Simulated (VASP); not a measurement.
Here is a VASP 6.6.1 calculation.

INCAR

```
SYSTEM = Te2Pt
ALGO = Normal
EDIFF = 1E-6
ENCUT = 520
GGA = PS
ISIF = 2
ISMEAR = 0
ISPIN = 2
LASPH = .True.
LCHARG = .False.
LDAU = .True.
LDAUJ = 0 0
LDAUL = -1 2
LDAUPRINT = 1
LDAUTYPE = 2
LDAUU = 0 8
LMAXMIX = 4
LORBIT = 11
LREAL = .False.
LWAVE = .False.
MAGMOM = -0.57 -0.34 0
NBANDS = 22
NELM = 80
PREC = Accurate
SIGMA = 0.05
```

KPOINTS

```
k-points
0
Gamma
  6 6 4
  0 0 0
```

Contents of POSCAR:

```
Te2Pt
1.0
    4.0179994500      0.0000000000      0.0000000000
   -2.0089997300      3.4796896000      0.0000000000
    0.0000000000      0.0000000000      5.2119993300
Te Pt
2 1
Direct
    0.3333333333      0.6666666667      0.2500000000
    0.6666666667      0.3333333333      0.7500000000
    0.0000000000      0.0000000000      0.0000000000
```

Potentials or basis: VASP PAW PBE potentials, release 64 (Te, Pt).

The run is started by

```sh
$ cat potpaw_PBE.64/Te/POTCAR potpaw_PBE.64/Pt/POTCAR > POTCAR
$ mpirun -np 1 vasp_std > vasp.out
```

(1) Predict the band gap on the k mesh.

(2) Predict the net moment.

(3) What does it give for the largest force?

Results:

(1) none (metal or under the smearing width).

(2) -0.01 μB per cell.

(3) 0.215 eV/Å.

Caveat: the PAW data sets were made with another functional, which shifts forces and pressure a little; the U is typed as a test and isn't derived for this compound.
